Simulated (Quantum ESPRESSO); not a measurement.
# CaO: band structure with AM05

CaO:

```xyz
2
Lattice="0.0000 2.4036 2.4036 2.4036 0.0000 2.4036 2.4036 2.4036 0.0000" Properties=species:S:1:pos:R:3 pbc="T T T"
Ca    0.0000    0.0000    0.0000
O     2.4036    2.4036    2.4036
```

The cell is a database's computed one.

```
Program             : Quantum ESPRESSO 7.5
Task                : band structure
Functional          : AM05
Potentials or basis : SG15 PBE 1.2
Cutoff              : 1197 eV
Density cutoff      : 4789 eV
k mesh              : 10 × 10 × 10
Occupations         : fermi-dirac, width 0.05 eV
Spin                : no spin polarisation
Mixing beta         : 0.5
Most SCF iterations : 120
SCF threshold       : 4e-10 Ry
```

```yaml
Pressure: -1.3 GPa
Band_gap_on_the_k_mesh: 3.58 eV, indirect (least direct gap 3.96 eV)
Band_gap_along_the_path: 3.58 eV, indirect (least direct gap 3.96 eV)
```

Levels at the corners of the path, in eV from the valence-band top:
```csv
point,band 6,band 7,band 8,band 9,band 10,band 11
Γ,0.00,0.00,0.00,4.60,6.22,6.22
X,-1.32,-0.38,-0.38,3.58,8.06,8.94
W,-1.30,-1.08,-1.08,6.30,6.30,8.42
K,-1.36,-1.23,-0.79,5.10,8.00,8.59
Γ,0.00,0.00,0.00,4.60,6.22,6.22
L,-2.68,-1.22,-1.22,7.05,8.39,8.40
U,-1.36,-1.23,-0.79,5.10,8.00,8.59
W,-1.30,-1.08,-1.08,6.30,6.30,8.42
L,-2.68,-1.22,-1.22,7.05,8.39,8.40
K,-1.36,-1.23,-0.79,5.10,8.00,8.59
U,-1.36,-1.23,-0.79,5.10,8.00,8.59
X,-1.32,-0.38,-0.38,3.58,8.06,8.94
```

It took 56 s on 1 thread of Arm Neoverse V1, with other jobs on the host, peak memory 0.09 GiB.

Caveat: the potentials were made for another functional, which shifts forces and pressure.
